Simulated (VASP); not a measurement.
# CoO (Pm-3m) in VASP: notebook

One crystal, CoO, is run at these levels: r2SCAN, rSCAN, r2SCAN+D3(BJ); tasks: relaxation of cell and atoms, relaxation of the atoms, single point.

All numbers are computed with VASP 6.6.1; they aren't measurements. Logs are shortened: lines on timing, memory, paths and dates and some standing lists are left out, and cuts for length are marked.

## Step 1: The structure

Symmetry: Pm-3m, No. 221, cubic system. The conventional cell has a = 2.571 Å, b = 2.571 Å, c = 2.571 Å, α = 90.00°, β = 90.00°, γ = 90.00°. Co (site symmetry m-3m) has 8 O at 2.23 Å as nearest neighbours. O (site symmetry m-3m) is surrounded by 8 Co at 2.23 Å.

Measurements of this composition are mostly on another form, of space group No. 225.

## Step 2: Relaxation of cell and atoms, r2SCAN, collinear spin, ferromagnetic start

INCAR reads:

```
SYSTEM = CoO
PREC     = Accurate       ! precision mode
ENCUT    = 600            ! plane-wave cutoff, eV
EDIFF    = 1E-6           ! SCF threshold, eV
ISMEAR   = 0              ! smearing method
SIGMA    = 0.05           ! smearing width, eV
LREAL    = .False.        ! projectors in reciprocal space
LASPH    = .True.         ! aspherical terms in the spheres
NELM     = 150            ! most SCF steps
ALGO     = Normal         ! electronic algorithm
ISIF     = 3              ! what is computed and relaxed
LWAVE    = .False.        ! write WAVECAR
LCHARG   = .False.        ! write CHGCAR
ISPIN    = 2              ! spin polarisation
MAGMOM   = 2 0            ! initial moments
LORBIT   = 11             ! projections on sites
LMAXMIX  = 4              ! l up to which the mixer works
METAGGA  = R2SCAN         ! meta-GGA
LMIXTAU  = .True.       
IBRION   = 2              ! ionic algorithm
NSW      = 40             ! ionic steps
EDIFFG   = -0.01          ! ionic threshold
```

KPOINTS reads:

```
Automatic mesh
0
Gamma
  10 10 10
  0 0 0
```

POSCAR reads:

```
CoO
1.0
    2.5705263100      0.0000000000      0.0000000000
    0.0000000000      2.5705263100      0.0000000000
    0.0000000000      0.0000000000      2.5705263100
Co O
1 1
Direct
    0.0000000000      0.0000000000      0.0000000000
    0.5000000000      0.5000000000      0.5000000000
```

Potentials or basis: VASP PAW PBE potentials, release 64 (Co, O).

Run with:

```bash
$ cat potpaw_PBE.64/Co/POTCAR potpaw_PBE.64/O/POTCAR > POTCAR
$ mpirun -np 1 vasp_std > vasp.out
```

OUTCAR:

```text
SYSTEM = CoO
   PREC = Accurate
   ENCUT = 600
   EDIFF = 1E-6
   ISMEAR = 0
   LREAL = .False.
   LASPH = .True.
   NELM = 150
   ISIF = 3
   ISPIN = 2
   LORBIT = 11
   METAGGA = R2SCAN
   IBRION = 2
   NSW = 40
   EDIFFG = -0.01

 ion  position               nearest neighbor table
   1  0.000  0.000  0.000-   2 2.23   2 2.23   2 2.23   2 2.23   2 2.23   2 2.23   2 2.23   2 2.23

   2  0.500  0.500  0.500-   1 2.23   1 2.23   1 2.23   1 2.23   1 2.23   1 2.23   1 2.23   1 2.23

  LATTYP: Found a simple cubic cell.
 ALAT       =     2.5705263100

  Lattice vectors:

 A1 = (   2.5705263100,   0.0000000000,   0.0000000000)
 A2 = (   0.0000000000,   2.5705263100,   0.0000000000)
 A3 = (   0.0000000000,   0.0000000000,   2.5705263100)

Analysis of symmetry for initial positions (statically):
=====================================================================
 Subroutine PRICEL returns:
 Original cell was already a primitive cell.

 Routine SETGRP: Setting up the symmetry group for a
 simple cubic supercell.

 Subroutine GETGRP returns: Found 48 space group operations
 (whereof 48 operations were pure point group operations)
 out of a pool of 48 trial point group operations.

The static configuration has the point symmetry O_h .

Analysis of symmetry for dynamics (positions and initial velocities):
=====================================================================
 Subroutine PRICEL returns:
 Original cell was already a primitive cell.

 Routine SETGRP: Setting up the symmetry group for a
 simple cubic supercell.

 Subroutine GETGRP returns: Found 48 space group operations
 (whereof 48 operations were pure point group operations)
 out of a pool of 48 trial point group operations.

The dynamic configuration has the point symmetry O_h .

Analysis of structural, dynamic, and magnetic symmetry:
=====================================================================
 Subroutine PRICEL returns:
 Original cell was already a primitive cell.

 Routine SETGRP: Setting up the symmetry group for a
 simple cubic supercell.

 Subroutine GETGRP returns: Found 48 space group operations
 (whereof 48 operations were pure point group operations)
 out of a pool of 48 trial point group operations.

The overall configuration has the point symmetry O_h .

 Subroutine INISYM returns: Found 48 space group operations
 (whereof 48 operations are pure point group operations),
 and found     1 'primitive' translations

----------------------------------------------------------------------------------------

                                     Primitive cell

  volume of cell :      16.9850

  direct lattice vectors                    reciprocal lattice vectors
     2.570526310  0.000000000  0.000000000     0.389025390  0.000000000  0.000000000
     0.000000000  2.570526310  0.000000000     0.000000000  0.389025390  0.000000000
     0.000000000  0.000000000  2.570526310     0.000000000  0.000000000  0.389025390

  length of vectors
     2.570526310  2.570526310  2.570526310     0.389025390  0.389025390  0.389025390

  position of ions in fractional coordinates (direct lattice)
     0.000000000  0.000000000  0.000000000
     0.500000000  0.500000000  0.500000000

  ion indices of the primitive-cell ions
   primitive index   ion index
                 1           1
                 2           2

----------------------------------------------------------------------------------------

 KPOINTS: Automatic mesh

Automatic generation of k-mesh.
 Grid dimensions read from file:
 generate k-points for:   10   10   10

 Generating k-lattice:

  Cartesian coordinates                     Fractional coordinates (reciprocal lattice)
     0.038902539  0.000000000  0.000000000     0.100000000  0.000000000  0.000000000
     0.000000000  0.038902539  0.000000000     0.000000000  0.100000000  0.000000000
     0.000000000  0.000000000  0.038902539     0.000000000  0.000000000  0.100000000

  Length of vectors
     0.038902539  0.038902539  0.038902539

  Shift w.r.t. Gamma in fractional coordinates (k-lattice)
     0.000000000  0.000000000  0.000000000

 Subroutine IBZKPT returns following result:
 ===========================================

 Found     56 irreducible k-points:

 Following reciprocal coordinates:
            Coordinates               Weight
  0.000000  0.000000  0.000000      1.000000
  0.100000  0.000000  0.000000      6.000000
  0.200000  0.000000  0.000000      6.000000
  0.300000  0.000000  0.000000      6.000000
  0.400000  0.000000  0.000000      6.000000
  0.500000  0.000000  0.000000      3.000000
[... 16 lines left out ...]
  0.200000  0.100000  0.100000     24.000000
  0.300000  0.100000  0.100000     24.000000
 [... further k-points ...]
   k-points           NKPTS =     56   k-points in BZ     NKDIM =     56   number of bands    NBANDS=     12
   number of dos      NEDOS =    301   number of ions     NIONS =      2
   total plane-waves  NPLWV =  13824
   dimension x,y,z NGX =    24 NGY =   24 NGZ =   24
   dimension x,y,z NGXF=    48 NGYF=   48 NGZF=   48
   ions per type =               1   1
   NGX,Y,Z   is equivalent  to a cutoff of  15.52, 15.52, 15.52 a.u.
   NGXF,Y,Z  is equivalent  to a cutoff of  31.04, 31.04, 31.04 a.u.
 SYSTEM =  CoO
   PREC   = accura    normal or accurate (medium, high low for compatibility)
   ISTART =      0    job   : 0-new  1-cont  2-samecut
   ICHARG =      2    charge: 1-file 2-atom 10-const
   ISPIN  =      2    spin polarized calculation?
   LNONCOLLINEAR =      F non collinear calculations
   LSORBIT =      F    spin-orbit coupling
   LASPH  =      T    aspherical Exc in radial PAW
   ENCUT  =  600.0 eV  44.10 Ry    6.64 a.u.   5.13  5.13  5.13*2*pi/ulx,y,z
   NELM   =    150;   NELMIN=  2; NELMDL= -5     # of ELM steps
   EDIFF  = 0.1E-05   stopping-criterion for ELM
   LREAL  =      F    real-space projection
   EDIFFG = -.1E-01   stopping-criterion for IOM
   NSW    =     40    number of steps for IOM
   IBRION =      2    ionic relax: 0-MD 1-quasi-New 2-CG
   NFREE  =      1    steps in history (QN), initial steepest desc. (CG)
   ISIF   =      3    stress and relaxation
   ISYM   =      2    0-nonsym 1-usesym 2-fastsym
   POTIM  = 0.5000    time-step for ionic-motion
   TEBEG  =    0.0;   TEEND  =   0.0 temperature during run
   PSTRESS=    0.0 pullay stress
   NELECT =      15.0000    total number of electrons
   NUPDOWN=      -1.0000    fix difference up-down
   EMIN   =  10.00;   EMAX   =-10.00  energy-range for DOS
   EFERMI =   0.00;   METHOD = LEGACY
   ISMEAR =     0;   SIGMA  =   0.05  broadening in eV -4-tet -1-fermi 0-gaus
   EFERMI_NEDOS =   21; number of points for ismear=-14 and -15
   IALGO  =     38    algorithm
   IMIX   =      4    mixing-type and parameters
     AMIX     =   0.40;   BMIX     =  1.00
     AMIX_MAG =   1.60;   BMIX_MAG =  1.00
  volume/ion in A,a.u.               =       8.49        57.31
  Fermi-wavevector in a.u.,A,eV,Ry     =   1.570664  2.968124 33.565360  2.466984
  Thomas-Fermi vector in A             =   2.672363
   LORBIT       =     11    0 simple, 1 ext, 2 COOP (PROOUT), +10 PAW based schemes
   METAGGA = R2SCAN    functional components
   LHFCALC =     F    Hartree Fock is set to
   AEXX    =    0.0000 exact exchange contribution
   IVDW    =     0    specifies the selected vdW correction
   LEPSILON=     F    determine dielectric tensor
   LRPA    =     F    only Hartree local field effects (RPA)
 conjugate gradient relaxation of ions
 spin polarized calculation
 Gauss-broadening in eV      SIGMA  =   0.05
  energy-cutoff  :      600.00
  volume of cell :       16.99
 maximum number of plane-waves:       587
 NGX is ok and might be reduce to    24
   NGX = 11   NGY = 11   NGZ = 11

--------------------------------------- Ionic step        1  -------------------------------------------

 number of electron      14.9999999 magnetization       2.9993322

 Free energy of the ion-electron system (eV)
  ---------------------------------------------------
  ext. energy  EPLUGINS =         0.00000000
  ---------------------------------------------------
  free energy    TOTEN  =       -20.48059639 eV

  energy without entropy =      -20.48059639  energy(sigma->0) =      -20.48059639

------------------------ aborting loop because EDIFF is reached ----------------------------------------

  FORCE on cell =-STRESS in cart. coord.  units (eV):
  Direction    XX          YY          ZZ          XY          YZ          ZX
  --------------------------------------------------------------------------------------
  -------------------------------------------------------------------------------------
  Total        1.1969962      1.1969962      1.1969962     -0.0000000     -0.0000000     -0.0000000
  in kB      112.9112422    112.9112422    112.9112422     -0.0000000     -0.0000000     -0.0000000
  external PRESSURE =     112.9112422 kB  Pullay stress =       0.0000000 kB
[... 57 lines left out ...]
  energy  without entropy=      -20.4933220312  energy(sigma->0) =      -20.49332203

--------------------------------------- Ionic step        3  -------------------------------------------

 number of electron      15.0000011 magnetization       3.0000001

 Free energy of the ion-electron system (eV)
  ---------------------------------------------------
  ext. energy  EPLUGINS =         0.00000000
  ---------------------------------------------------
  free energy    TOTEN  =       -20.50929246 eV

  energy without entropy =      -20.50929246  energy(sigma->0) =      -20.50929246

 E-fermi :   8.8732     XC(G=0): -13.7254

 val. band max:        8.5630425032   @ k =   0.5000   0.5000   0.5000
 cond. band min:       9.2705334470   @ k =   0.5000   0.5000   0.0000
 fundamental gap:      0.7074909438
 Fermi energy:         8.8731759542

 spin component 1

 k-point     1 :       0.0000    0.0000    0.0000
  band No.  band energies     occupation
      1     -12.6441      1.00000
      2       4.1429      1.00000
      3       4.1429      1.00000
      4       5.0361      1.00000
      5       5.0361      1.00000
      6       5.0361      1.00000
      7       5.8546      1.00000
      8       5.8546      1.00000
      9       5.8546      1.00000
     10       9.7534      0.00000
     11      24.7807      0.00000
     12      24.7808      0.00000
[... 331 lines left out ...]
 k-point    24 :       0.3000    0.1000    0.1000
  band No.  band energies     occupation
      1     -11.7338      1.00000
      2       1.5027      1.00000
      3       3.3974      1.00000
      4       3.8429      1.00000
      5       4.5521      1.00000
      6       4.9370      1.00000
      7       6.0204      1.00000
      8       6.7813      1.00000
      9       7.4056      1.00000
     10      13.8534      0.00000
     11      20.6662      0.00000
     12      24.4860      0.00000

 [... further k-points ...]

 spin component 2

 k-point     1 :       0.0000    0.0000    0.0000
  band No.  band energies     occupation
      1     -12.0218      1.00000
      2       5.4353      1.00000
      3       5.4442      1.00000
      4       6.6906      1.00000
      5       6.6906      1.00000
      6       6.6908      1.00000
      7      10.2739      0.00000
      8      10.2739      0.00000
      9      10.2755      0.00000
     10      10.6260      0.00000
     11      25.2937      0.00000
     12      25.2956      0.00000
[... 374 lines left out ...]
  FREE ENERGIE OF THE ION-ELECTRON SYSTEM (eV)
  ---------------------------------------------------
  free  energy   TOTEN  =       -20.5092924620 eV

  energy  without entropy=      -20.5092924620  energy(sigma->0) =      -20.50929246

 reached required accuracy - stopping structural energy minimisation

 total charge

# of ion       s       p       d       tot
------------------------------------------
    1        0.292   0.353   7.104   7.750
    2        1.569   3.434   0.000   5.003
--------------------------------------------------
tot          1.861   3.787   7.104  12.753

 magnetization (x)

# of ion       s       p       d       tot
------------------------------------------
    1        0.013   0.014   2.603   2.630
    2        0.026   0.318   0.000   0.344
--------------------------------------------------
tot          0.039   0.332   2.603   2.974
```

It took 2.5 min on 1 thread of Intel Xeon Platinum 8488C (Sapphire Rapids), shared host; peak memory 0.18 GiB.

Results:

| Item | Value |
| --- | --- |
| Free energy | -20.5093 eV |
| Relaxed volume | 8.91 Å³/atom |
| Relaxed cell | a = 2.612 Å, b = 2.612 Å, c = 2.612 Å, α = 90.00°, β = 90.00°, γ = 90.00° |
| Space group after relaxing (to 0.05 Å) | Pm-3m (No. 221) |
| Energy gained by relaxing | 14.3 meV/atom |
| Ionic steps | 3 |
| Pressure after relaxing | 0.0 GPa |
| Band gap on the k mesh | 0.71 eV, indirect (least direct gap 0.75 eV) |
| Net moment | 3.00 μB per cell |
| Site moments | Co +2.63; O +0.34 μB |
| Valence electrons inside the program's atomic spheres | Co 7.75; O 5.00 |

The path:
| step | energy change (eV) | largest force (eV/Å) | pressure (GPa) | volume (Å³) |
| --- | --- | --- | --- | --- |
| 1 | 0.0000 | 0.0000 | 11.29 | 16.99 |
| 2 | -0.0127 | 0.0000 | -7.21 | 18.50 |
| 3 | -0.0287 | 0.0000 | -0.04 | 17.83 |

Final structure:
```cif
data_structure
_symmetry_space_group_name_H-M 'P 1'
_symmetry_Int_Tables_number 1
_cell_length_a 2.6124
_cell_length_b 2.6124
_cell_length_c 2.6124
_cell_angle_alpha 90.000
_cell_angle_beta 90.000
_cell_angle_gamma 90.000
_cell_volume 17.83
loop_
_atom_site_label
_atom_site_type_symbol
_atom_site_fract_x
_atom_site_fract_y
_atom_site_fract_z
_atom_site_occupancy
Co1 Co 0.00000 0.00000 0.00000 1
O1 O 0.50000 0.50000 0.50000 1
```

Levels at points of the mesh, in eV from the valence-band top:
Spin up:
| k point | band 5 | band 6 | band 7 | band 8 | band 9 | band 10 | band 11 | band 12 |
| --- | --- | --- | --- | --- | --- | --- | --- | --- |
| (0.00, 0.00, 0.00) | -3.53 | -3.53 | -2.71 | -2.71 | -2.71 | 1.19 | 16.22 | 16.22 |
| (0.50, 0.00, 0.00) | -4.11 | -3.46 | -1.76 | -0.56 | -0.56 | 6.87 | 8.77 | 17.35 |
| (0.50, 0.50, 0.00) | -4.04 | -4.04 | -3.94 | -1.79 | -1.75 | 6.07 | 12.09 | 12.09 |
| (0.50, 0.50, 0.50) | -1.75 | -1.75 | -0.85 | -0.85 | -0.85 | 7.38 | 7.38 | 7.38 |
Spin down:
| k point | band 2 | band 3 | band 4 | band 5 | band 6 | band 7 | band 8 | band 9 | band 10 | band 11 |
| --- | --- | --- | --- | --- | --- | --- | --- | --- | --- | --- |
| (0.00, 0.00, 0.00) | -3.13 | -3.12 | -1.87 | -1.87 | -1.87 | 1.71 | 1.71 | 1.71 | 2.06 | 16.73 |
| (0.50, 0.00, 0.00) | -8.17 | -2.75 | -2.57 | -2.57 | -0.13 | 1.82 | 2.81 | 2.81 | 7.45 | 10.01 |
| (0.50, 0.50, 0.00) | -5.69 | -5.69 | -2.65 | -0.85 | -0.04 | 0.71 | 0.94 | 0.94 | 7.24 | 12.87 |
| (0.50, 0.50, 0.50) | -5.96 | -5.96 | -5.96 | -0.01 | 0.00 | 3.17 | 3.17 | 3.17 | 7.77 | 7.77 |

Caveat: the PAW data sets were made with another functional, which shifts forces and pressure a little; a cell with one magnetic atom can't hold antiferromagnetic order, which such compounds often take.

## Step 3: Relaxation of cell and atoms, rSCAN, collinear spin, ferromagnetic start

INCAR reads:

```
  PREC = Accurate
  ENCUT = 600
  EDIFF = 1E-7
  ISMEAR = 0
  SIGMA = 0.05
  LREAL = F
  LASPH = T
  NELM = 100
  ALGO = Normal
  ISIF = 3
  LWAVE = F
  LCHARG = F
  ISPIN = 2
  MAGMOM = 2 0
  LORBIT = 11
  LMAXMIX = 4
  METAGGA = RSCAN
  LMIXTAU = T
  IBRION = 2
  NSW = 60
  EDIFFG = -0.02
```

KPOINTS reads:

```
regular mesh
0
Gamma
  10 10 10
```

POSCAR is that of step 2.

Potentials or basis: VASP PAW PBE potentials, release 64 (Co, O).

Run with:

```bash
$ cat potpaw_PBE.64/Co/POTCAR potpaw_PBE.64/O/POTCAR > POTCAR
$ mpirun -np 1 vasp_std > vasp.out
```

Run time: 2.8 min. Hardware: 1 thread of Intel Xeon Platinum 8488C (Sapphire Rapids), shared host; peak memory 0.17 GiB.

It converged, with:

```yaml
Free_energy: -27.5805 eV
Relaxed_volume: 8.86 Å³/atom
Relaxed_cell: a = 2.607 Å, b = 2.607 Å, c = 2.607 Å, α = 90.00°, β = 90.00°, γ = 90.00°
Space_group_after_relaxing_to_0.05_Å: Pm-3m (No. 221)
Energy_gained_by_relaxing: 11.2 meV/atom
Ionic_steps: 3
Pressure_after_relaxing: 0.0 GPa
Band_gap_on_the_k_mesh: 0.61 eV, indirect (least direct gap 0.65 eV)
Net_moment: 3.00 μB per cell
Site_moments: Co +2.62; O +0.35 μB
Valence_electrons_inside_the_program's_atomic_spheres: Co 7.76; O 5.00
```

The path:
| step | energy change (eV) | largest force (eV/Å) | pressure (GPa) | volume (Å³) |
| --- | --- | --- | --- | --- |
| 1 | 0.0000 | 0.0000 | 9.84 | 16.99 |
| 2 | -0.0103 | 0.0000 | -6.28 | 18.30 |
| 3 | -0.0225 | 0.0000 | 0.01 | 17.73 |

Final structure:
```cif
data_structure
_symmetry_space_group_name_H-M 'P 1'
_symmetry_Int_Tables_number 1
_cell_length_a 2.6074
_cell_length_b 2.6074
_cell_length_c 2.6074
_cell_angle_alpha 90.000
_cell_angle_beta 90.000
_cell_angle_gamma 90.000
_cell_volume 17.73
loop_
_atom_site_label
_atom_site_type_symbol
_atom_site_fract_x
_atom_site_fract_y
_atom_site_fract_z
_atom_site_occupancy
Co1 Co 0.00000 0.00000 0.00000 1
O1 O 0.50000 0.50000 0.50000 1
```

Levels at points of the mesh, in eV from the valence-band top:
Spin up:
```csv
k point,band 5,band 6,band 7,band 8,band 9,band 10,band 11,band 12
"(0.00, 0.00, 0.00)",-3.54,-3.54,-2.78,-2.78,-2.78,1.19,16.21,16.21
"(0.50, 0.00, 0.00)",-4.15,-3.47,-1.79,-0.60,-0.60,6.86,8.78,17.33
"(0.50, 0.50, 0.00)",-4.07,-4.06,-3.99,-1.81,-1.81,6.08,12.08,12.08
"(0.50, 0.50, 0.50)",-1.78,-1.77,-0.87,-0.87,-0.87,7.36,7.36,7.36
```
Spin down:
```
           k point  band 3  band 4  band 5  band 6  band 7  band 8  band 9  band 10
(0.00, 0.00, 0.00)   -3.16   -1.92   -1.92   -1.92    1.61    1.61    1.61     2.02
(0.50, 0.00, 0.00)   -2.78   -2.64   -2.64   -0.13    1.72    2.73    2.74     7.42
(0.50, 0.50, 0.00)   -5.75   -2.69   -0.89   -0.04    0.61    0.83    0.83     7.22
(0.50, 0.50, 0.50)   -6.04   -6.04   -0.01    0.00    3.09    3.09    3.09     7.72
```

Caveat: the PAW data sets were made with another functional, which shifts forces and pressure a little; a cell with one magnetic atom can't hold antiferromagnetic order, which such compounds often take.

(Part 1 of 2 ends here.)
